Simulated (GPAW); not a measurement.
# LiCl (Fm-3m): G0W0 with GPAW, start to end, part 2 of 2

Aim: the G0W0 gap of LiCl (Fm-3m) on LDA, step by step.

GPAW 26.7.0; LDA and many-body steps on it, plane waves. Known limits of the many-body steps: not at the basis limit.

So far. Step 3 (Bands along the symmetry lines): The gap is 5.981 eV, −0.005 eV from the run before at this level. Step 4 (Empty states on the mesh, 6×6×6 mesh, 312 bands): On this mesh the gap is 5.986 eV.

The database entry behind the starting cell differs from later determinations by our own check (0.1 to 0.3 % short, probably kX units), so it need not match the best structure at ambient conditions.

### Step 5. Screening and self-energy, 6×6×6 mesh, 140 bands, screening to 150 eV

G0W0 replaces the xc potential by the self-energy, built once from these orbitals. Only a window of levels is corrected, while the sums run over the empty bands that the input names.

This step: G0W0 on LDA, plane waves, PAW.

run.py

```python
import json
import numpy as np
from gpaw.mpi import world
from gpaw.response.g0w0 import G0W0

gw = G0W0('full.gpw',
    filename='gw',
    kpts=[0],
    bands=(2, 6),
    ecut=150,
    nbands=140,
    integrate_gamma='WS',
    ppa=True)
gw.calculate()
res = {mode: {k: v for k, v in r.items() if k != 'sigma_eskwn'}
       for mode, r in gw.all_results.items()}

if world.rank == 0:
    with open('result.json', 'w') as f:
        json.dump(res, f, default=lambda x: x.tolist())
```

On the command line:

```
mpirun -n 4 gpaw python run.py
```

Numbers of over 12 decimals in the logs are rounded to 6 here.

The program printed:

```text
Using integrator: PointIntegrator
FrequencyGridDescriptor(from 0.000+0.000j to 0.000+27.211j eV, 2 points)
Nonperiodic BCs:  [False False False]
Using integrator: PointIntegrator
FrequencyGridDescriptor(from 0.000+0.000j to 0.000+27.211j eV, 2 points)
Nonperiodic BCs:  [False False False]
  ___  _ _ _
 |   || | | |
 | | || | | |
 |__ ||_____|
 |___|

BZ k-points: Symmetries present (total): 48

  [... matrices ...]
216 k-points: 6 x 6 x 6 Monkhorst-Pack grid + [1/12,1/12,1/12]
16 k-points in the irreducible part of the Brillouin zone
       k-points in crystal coordinates                weights
   0:     0.00000000    0.00000000    0.00000000          1/216
   1:     0.16666667    0.16666667    0.00000000          6/216
   2:     0.16666667    0.16666667    0.16666667          8/216
   3:     0.33333333    0.16666667    0.16666667         12/216
   4:     0.33333333    0.33333333   -0.33333333         12/216
   5:     0.33333333    0.33333333    0.00000000          6/216
   6:     0.33333333    0.33333333    0.16666667         24/216
   7:     0.33333333    0.33333333    0.33333333          8/216
   8:     0.50000000    0.33333333   -0.33333333         24/216
   9:     0.50000000    0.33333333   -0.16666667         12/216
          ...
  15:     0.50000000    0.50000000    0.50000000          4/216

Distributing spins, k-points and bands (1 x 1 x 4) over 4 processes
Number of blocks: 1

Quasi particle states:
k-points (IBZ indices): [0]
Band range: (2, 6)
  [... matrices ...]
Computational parameters:
Plane wave cut-off: 150 eV
Number of bands: 140
Coulomb cutoff: None
Broadening: 0.1 eV

fxc modes: GW
Kernel: RPA
Using Godby-Needs plasmon-pole approximation:
  Fitting energy: i*E0, E0 = 1.000 Hartree
Summing all q:

Calculating screened Coulomb potential
No Coulomb truncation
FrequencyGridDescriptor(from 0.000+0.000j to 0.000+27.211j eV, 2 points)
Removing empty qpoint cache files...

Calculating chi0 body with:
    Ground state adapter containing:
    Number of spins: 1
    Number of kpoints: 216
    Number of irreducible kpoints: 16
    Number of completely occupied states: 4
    Number of partially occupied states: 4
    Occupied states memory: 0.565247 M / cpu

    Linear response parametrization:
    q_c: [1.3877787807814457e-17, 1.3877787807814457e-17, 1.3877787807814457e-17]
    Number of frequency points: 2
    Planewave cutoff: 150.0
    Number of bands: 140
    Number of planewaves: 137
    Broadening (eta): 1e-06
    comm.size: 4
    kncomm.size: 4
    blockcomm.size: 1

    Memory estimate of potentially large arrays:
        chi0_wGG: 0.572784 M / cpu
Integrating chi0 body.

Symmetries of q_c:
    Direct symmetries (Uq -> q): 48
    Indirect symmetries (TUq -> q): 0
In total 48 allowed symmetries.

  [... matrices ...]
16 groups of equivalent kpoints. 92.592593% reduction.

Integral kind: response function
Integrating chi0 head and wings.

Symmetries of q_c:
    Direct symmetries (Uq -> q): 48
    Indirect symmetries (TUq -> q): 0
In total 48 allowed symmetries.

  [... matrices ...]
16 groups of equivalent kpoints. 92.592593% reduction.

Integral kind: response function wings

Calculating chi0 body with:
    Ground state adapter containing:
    Number of spins: 1
    Number of kpoints: 216
    Number of irreducible kpoints: 16
    Number of completely occupied states: 4
    Number of partially occupied states: 4
[... the further q-points ...]

Results:
f:      Occupation numbers
eps:     KS-eigenvalues [eV]
vxc:     KS vxc [eV]
exx:     Exact exchange [eV]
sigma:   Self-energies [eV]
dsigma:  Self-energy derivatives
Z:       Renormalization factors
qp:      QP-energies [eV]

k-point 0 (0): (0.000, 0.000, 0.000)                GW
band       f     eps     vxc     exx   sigma  dsigma       Z      qp
                                                                   GW
   2   1.000   0.540 -17.233 -21.238   2.026  -0.242   0.805  -1.054
   3   1.000   0.540 -17.233 -21.238   2.026  -0.242   0.805  -1.054
   4   0.000   6.526 -11.280  -6.445  -3.510  -0.181   0.847   7.648
   5   0.000  12.163 -10.136  -4.520  -3.860  -0.187   0.842  13.642
```

Wall time 84 s (4 MPI ranks of Arm Neoverse V1, shared host); peak memory 1 GiB.

This step gave:

* G0W0 gap on the points computed: 8.702 eV
* least direct G0W0 gap on the computed points: 8.702 eV
* Z at the valence top: 0.8052
* Z at the conduction bottom: 0.8465
* starting gap on the mesh: 5.986 eV
* k of the valence top: 0, 0, 0
* k of the conduction bottom: 0, 0, 0

The gap on the mesh goes from 5.99 eV to 8.70 eV, a correction of +2.72 eV.

Limits: finite bands, cutoff and mesh. v1 is the top filled band, c1 the lowest empty one. Levels before and after the correction, in eV, zero at the valence-band top of each column:

```csv
,conduction bottom,valence top
Kohn-Sham,5.99,0.00
G0W0,8.70,0.00
```

```csv
,level,energy (eV)
Kohn-Sham,Γ v2-v1,0.000
Kohn-Sham,Γ c1,5.986
Kohn-Sham,Γ c2,11.623
G0W0,Γ v2-v1,0.000
G0W0,Γ c1,8.702
G0W0,Γ c2,14.697
```

### Step 6. Where the time went

Times are wall times on 4 MPI ranks of Arm Neoverse V1, shared host, good to a factor of about two.

```csv
step,time,share,memory (GiB)
ground state,5.2 s,5 %,0.58
bands along the symmetry lines,6.2 s,6 %,0.62
empty states on the mesh,12 s,11 %,1.2
screening and self-energy,84 s,78 %,1.0
```

### Step 7. Outcome

| Item | Value |
| --- | --- |
| LDA gap | 5.98 eV, indirect (only 5 meV under the direct gap) |
| G0W0 gap on the mesh | 8.70 eV |
| GW settings | 6×6×6 mesh, 140 bands, screening to 150 eV, Godby-Needs plasmon pole |
| known limits | not at the basis limit |

What this shows: G0W0 moves the gap on the mesh from 5.99 eV to 8.70 eV (+2.72 eV), with Z of 0.81 and 0.85 at the edges. Only 1 of the mesh's irreducible points was corrected, so a valley elsewhere could overtake. The dearest step here is «screening and self-energy». Bands and cutoff are finite, so the gap is not at the basis limit. The miss can reach some tenths of an eV and take either sign; the mesh is an error of its own. These stock PAW sets were not made for GW. In the G0W0 run levels were corrected at 1 k point alone, so a gap called «on the mesh» is the least over those, and an edge elsewhere would be missed.

[Paths, hosts, dates, memory and timing lines, banners, echoed tables and standing remarks are left out of the program output.]

[Logs are printed without paths, hosts, clocks, repeated set-up lines and the standing remarks that a program may print on its own settings, such as how far it seeks lower states.]

[Runs of the session that timed out or met a known fault of the program may be left out.]

[Hosts, paths, dates, database ids (printed as entryN), source tags and the programs' standing remarks are cut or masked in the printed files.]
